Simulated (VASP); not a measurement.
A run of VASP 6.6.1 is set up as follows.

INCAR

```
ALGO     = Normal         # electronic algorithm
EDIFF    = 1E-6           # SCF threshold, eV
ENCUT    = 520            # plane-wave cutoff, eV
GGA      = PE             # functional
ISIF     = 2              # what is computed and relaxed
ISMEAR   = -1             # smearing method
LASPH    = True           # aspherical terms in the spheres
LCHARG   = True           # write CHGCAR
LELF     = True           # ELF
LREAL    = False          # projectors in reciprocal space
LVHAR    = True         
LWAVE    = False          # write WAVECAR
NBANDS   = 24             # bands
NELM     = 100            # most SCF steps
PREC     = Accurate       # precision mode
SIGMA    = 0.15           # smearing width, eV
```

KPOINTS

```
k-points
0
Gamma
  2 2 2
```

POSCAR

```
Mg12H
1.0
    6.4200000000      0.0000000000      0.0000000000
   -4.8150000000      8.3398250000      0.0000000000
    0.0000000000      0.0000000000      5.2130400000
Mg H
12 1
Direct
   -0.0385633698     -0.0021343374      0.0159599773
    0.1876066672      0.2127382769      0.4889085831
    0.0431805102      0.4004400572      0.0033761490
    0.1714094741      0.5740288315      0.5020103433
   -0.0261698026      0.6740788925     -0.0131017602
    0.1493557043      0.9020692880      0.5382655802
    0.4421533955     -0.0642939150      0.0641660145
    0.7469272522      0.2450411130      0.4546867087
    0.4987401567      0.3002101363     -0.0555146325
    0.6413292548      0.5233922774      0.4845733008
    0.5192797980      0.6573159509     -0.0037214370
    0.6759533122      0.9179689022      0.5422747571
    0.2543468223      0.7435527724      0.7275409358
```

Potentials or basis: VASP PAW PBE potentials, release 64 (Mg, H).

Launch:

```console
$ cat potpaw_PBE.64/Mg/POTCAR potpaw_PBE.64/H/POTCAR > POTCAR
$ mpirun -np 1 vasp_std > vasp.out
```

Problem. Predict the pressure.

Solution. 1.7 GPa.

Problem. What does it give for the band gap on the k mesh?

Solution. None (metal or under the smearing width).

Problem. Predict the largest force.

Solution. 1.264 eV/Å.

Forces in eV/Å, atoms in the order of the input:
```
Mg   0.216  0.324  0.334
Mg  -0.201  0.326 -0.326
Mg   0.291 -1.216 -0.184
Mg   0.224  0.056 -0.556
Mg   0.072 -0.303  0.293
Mg   0.307 -0.297 -0.182
Mg  -0.073  0.789 -0.112
Mg  -0.631 -0.426  0.213
Mg   0.026  0.043  0.548
Mg   0.045  0.413 -0.204
Mg  -0.147  0.178  0.149
Mg  -0.017 -0.505 -0.161
H   -0.113  0.619  0.188
```

Caveat: the k mesh is coarse (spacing up to 0.60 Å⁻¹), so the values aren't converged.
